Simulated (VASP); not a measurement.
VASP 6.6.1 run: InP

INCAR

```
NELM = 120
LCHARG = .FALSE.
GGA = PE
ISMEAR = -4
EDIFF = 1E-7
LWAVE = .FALSE.
SIGMA = 0.005
NBANDS = 16
LREAL = .FALSE.
IBRION = -1
PREC = Accurate
ENCUT = 520
NSW = 0
LASPH = .TRUE.
ISIF = 2
```

KPOINTS

```
KPOINTS created by Atomic Simulation Environment
0
Gamma
8 8 8
0 0 0
```

POSCAR

```
In P
 1.0000000000000000
     0.0000000000000000    2.9537876347999998    2.8947118821000002
     2.9537876347999998    0.0000000000000000    2.8947118821000002
     2.9537876347999998    2.9537876347999998    0.0000000000000000
 In  P
   1   1
Cartesian
  0.0000000000000000  0.0000000000000000  0.0000000000000000
  1.4768938173999999  1.4768938173999999  1.4473559410500001
```

The recommended PBE PAW datasets give the neutral cell 18 valence electrons.

Command

```
mpirun -np 1 vasp_std
```

OSZICAR

```
N       E                     dE             d eps       ncg     rms          rms(c)
DAV:   1     0.113364860107E+03    0.11336E+03   -0.83790E+03  1896   0.125E+03
DAV:   2    -0.104722332906E+01   -0.11441E+03   -0.10949E+03  2040   0.300E+02
DAV:   3    -0.860191359280E+01   -0.75547E+01   -0.75156E+01  2512   0.755E+01
DAV:   4    -0.879502216002E+01   -0.19311E+00   -0.19305E+00  2384   0.130E+01
DAV:   5    -0.880371486117E+01   -0.86927E-02   -0.86925E-02  2856   0.235E+00    0.566E+00
DAV:   6    -0.841055928102E+01    0.39316E+00   -0.62062E-01  3080   0.129E+01    0.340E+00
DAV:   7    -0.838146911274E+01    0.29090E-01   -0.16118E-01  2744   0.318E+00    0.126E+00
DAV:   8    -0.838185507715E+01   -0.38596E-03   -0.15624E-02  2432   0.148E+00    0.323E-01
DAV:   9    -0.838246749924E+01   -0.61242E-03   -0.12895E-03  2448   0.386E-01    0.155E-01
DAV:  10    -0.838261876414E+01   -0.15126E-03   -0.24678E-04  2904   0.208E-01    0.102E-01
DAV:  11    -0.838269555623E+01   -0.76792E-04   -0.12372E-04  2328   0.975E-02    0.462E-02
DAV:  12    -0.838269484540E+01    0.71084E-06   -0.79214E-06  2224   0.266E-02    0.117E-02
DAV:  13    -0.838269523536E+01   -0.38996E-06   -0.15533E-06  2464   0.610E-03    0.926E-03
DAV:  14    -0.838269538408E+01   -0.14872E-06   -0.19898E-07  2464   0.450E-03    0.174E-03
DAV:  15    -0.838269541196E+01   -0.27881E-07   -0.12408E-08  1592   0.908E-04
   1 F= -.83826954E+01 E0= -.83826954E+01  d E =0.000000E+00
```

From OUTCAR

```
k-points           NKPTS =     59   k-points in BZ     NKDIM =     59   number of bands    NBANDS=     16

   NELECT =      18.0000    total number of electrons

   dimension x,y,z NGX =    32 NGY =   32 NGZ =   32
   dimension x,y,z NGXF=    64 NGYF=   64 NGZF=   64

  energy-cutoff  :      520.00
  volume of cell :       50.51
      direct lattice vectors                 reciprocal lattice vectors
     0.000000000  2.953787635  2.894711882    -0.169274187  0.169274187  0.172728762
     2.953787635  0.000000000  2.894711882     0.169274187 -0.169274187  0.172728762
     2.953787635  2.953787635  0.000000000     0.169274187  0.169274187 -0.172728762

 k-points in reciprocal lattice and weights: KPOINTS created by Atomic Simulation Env
   0.00000000  0.00000000  0.00000000       0.002
   0.12500000  0.00000000  0.00000000       0.016
   0.25000000  0.00000000  0.00000000       0.016
   0.37500000 -0.00000000  0.00000000       0.016
   0.50000000  0.00000000  0.00000000       0.008
   0.12500000  0.12500000  0.00000000       0.004
   0.25000000  0.12500000  0.00000000       0.016
   0.37500000  0.12500000  0.00000000       0.016
   ...

 E-fermi :   5.2178

 k-point     1 :       0.0000    0.0000    0.0000
  band No.  band energies     occupation
      1      -9.0317      2.00000
      2      -9.0317      2.00000
      3      -9.0229      2.00000
      4      -8.8801      2.00000
      5      -8.8774      2.00000
      6      -6.3414      2.00000
      7       5.1198      2.00000
      8       5.1198      2.00000
      9       5.2115      2.00000
     10       5.8414      0.00000
     11       9.2247      0.00000
     12       9.2554      0.00000
     13       9.2554      0.00000
     14      13.7113      0.00000
     15      14.4405      0.00000
     16      14.7414      0.00000

 k-point     2 :       0.1250    0.0000    0.0000
  band No.  band energies     occupation
      1      -9.0478      2.00000
      2      -9.0242      2.00000
      3      -9.0182      2.00000
      4      -8.8803      2.00000
      5      -8.8770      2.00000
      6      -6.1639      2.00000
      7       3.6111      2.00000
      8       4.9290      2.00000
      9       5.0030      2.00000
     10       6.7904      0.00000
     11       9.3733      0.00000
     12       9.5249      0.00000
     13       9.5362      0.00000
     14      13.8452      0.00000
     15      14.0472      0.00000
     16      14.5092      0.00000

 k-point     3 :       0.2500    0.0000    0.0000
  band No.  band energies     occupation
      1      -9.0902      2.00000
      2      -9.0084      2.00000
      3      -9.0030      2.00000
      4      -8.8787      2.00000
      5      -8.8735      2.00000
      6      -5.6683      2.00000
      7       1.7185      2.00000
      8       4.5476      2.00000
      9       4.6466      2.00000
     10       6.9341      0.00000
     11       9.9148      0.00000
     12       9.9572      0.00000
     13      10.4754      0.00000
     14      13.6958      0.00000
     15      13.7568      0.00000
     16      14.3138      0.00000

 ...

  Total        0.8676903      0.8676903      1.1112239      0.0000000     -0.0000000      0.0000000
  in kB       27.5220910     27.5220910     35.2466864      0.0000000     -0.0000000      0.0000000
  external PRESSURE =      30.0969562 kB  Pullay stress =       0.0000000 kB

 POSITION                                       TOTAL-FORCE (eV/Angst)
 -----------------------------------------------------------------------------------
      0.00000      0.00000      0.00000        -0.000000     -0.000000     -0.000000
      1.47689      1.47689      1.44736         0.000000      0.000000      0.000000
 -----------------------------------------------------------------------------------
    total drift:                                0.000000      0.000000     -0.000001

  FREE ENERGIE OF THE ION-ELECTRON SYSTEM (eV)
  ---------------------------------------------------
  free  energy   TOTEN  =        -8.3826954120 eV

  energy  without entropy=       -8.3826954120  energy(sigma->0) =       -8.38269541
```

It converged. Results: gap between bands v and c on the k mesh 0.63 eV; least direct gap on the k mesh 0.63 eV; pressure 3.0 GPa. Band v is the last that the valence electrons fill when counted band by band, and c is the next.

For comparison, a separate PBE run of the intended cell, on usual settings and not on those above, gives a gap of 0.63 eV on its mesh and a pressure of 3.0 GPa.

The run above took about 36 s on one core of a shared host (Intel Xeon Platinum 8488C) and held 0.2 GiB at most.
